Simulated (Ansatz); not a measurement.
Crystal: C.

```
C
1.0
     2.12732   -1.22828    0.00000
     2.12732    1.22828    0.00000
    -1.37907    0.00000    3.50283
C
2
Direct
  0.16664 0.16664 0.99991
  0.83336 0.83336 0.00009
```

This is a stacking variant of graphite.

Base run:

* Program: Ansatz 0.2.0
* Functional: r2SCAN
* Potentials or basis: Ansatz PAW
* Cutoff: 500 eV
* Density cutoff: 2000 eV
* k mesh: 13 × 13 × 8
* Occupations: fermi-dirac, width 0.05 eV
* Spin: no spin polarisation

Its results: pressure -0.2 GPa; largest force 0.011 eV/Å.

Task: The run is repeated on the same cell with these changes: functional from r2SCAN to LDA; cutoff from 500 eV to 420 eV; density cutoff from 2000 eV to 1680 eV. What comes out?

Result: Pressure -4.1 GPa; largest force 0.003 eV/Å.

Caveats: the PAW data sets come from PBE, with cores solved anew for the run's functional, which leaves a small shift of forces and pressure.

Not every run made on this cell is shown here.
